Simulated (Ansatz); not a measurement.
Input and command of a plane-wave DFT calculation in Ansatz:

```yaml
crystal:
  lattice:
    - [-2.7609217937, 2.7609217937, 1.2036070619]
    - [2.7609217937, -2.7609217937, 1.2036070619]
    - [2.7609217937, 2.7609217937, -1.2036070619]
  atoms:
    - { symbol: Ge, position: [0.25, 0.75, 0.5] }
    - { symbol: Ge, position: [0.5, 0.5, 0.0] }
basis:
  ecutwfc: 420
kpoints:
  mp_grid: { grid: [26, 26, 26] }
hamiltonian:
  xc: pbesol
scf:
  occupations: { method: gaussian, width: 0.15 }
output:
  forces: true
  stress: true
  eigenvalues: true
```

```bash
ansatz run input.yaml --threads 1 --pin off --max-ram 2560MiB --backend cpu --events-out ev --progress --plain --runs-dir out
```

Processor: Intel(R) Xeon(R) 6975P-C (Granite Rapids), 1 thread, on a host shared with other jobs.

Estimate time, memory and problem size.

About 22 s on 1 thread of Intel(R) Xeon(R) 6975P-C (Granite Rapids), on a shared host, peak memory 0.95 GiB. It solves 18 bands at 1330 k points (the mesh reduced by symmetry) with about 701 plane waves, in 6 SCF iterations.
